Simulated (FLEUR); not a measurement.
The system is BaTiO3 (Barioperovskite).

```
Ba Ti O
1.0
     3.98550    0.00000    0.00000
     0.00000    2.83690    2.84515
     0.00000   -2.83690    2.84515
Ba Ti O
1 1 3
Direct
  0.00000 0.00000 0.00000
  0.50000 0.51240 0.51240
  0.50000 0.99184 0.50524
  0.50000 0.50524 0.99184
  0.00000 0.48740 0.48740
```

Base run:

| Item | Value |
| --- | --- |
| Program | FLEUR MaX-R8.1 (later development tree) |
| Functional | r2SCAN |
| Potentials or basis | all-electron |
| Basis | FLAPW |
| Kmax | 5.13 1/bohr |
| k mesh | 7 × 7 × 7 |
| Occupations | fermi-dirac, width 0.05 eV |
| Spin | no spin polarisation |

Its results: band gap on the k mesh 2.32 eV, indirect (least direct gap 2.44 eV).

Problem. The run is repeated on the same cell with these changes: functional from r2SCAN to PBEsol. What comes out?

Solution. Band gap on the k mesh 1.93 eV, indirect (least direct gap 2.03 eV).

r2SCAN gives the wider gap, since meta-GGAs in the generalised Kohn-Sham scheme recover part of the derivative discontinuity.

Caveats: spin-orbit coupling is left out, which moves the levels of the heavy elements; the meta-GGA is that of a development version, with a GGA for the radial functions and cores and without core tails (some runs).

A k mesh can miss the band edges.
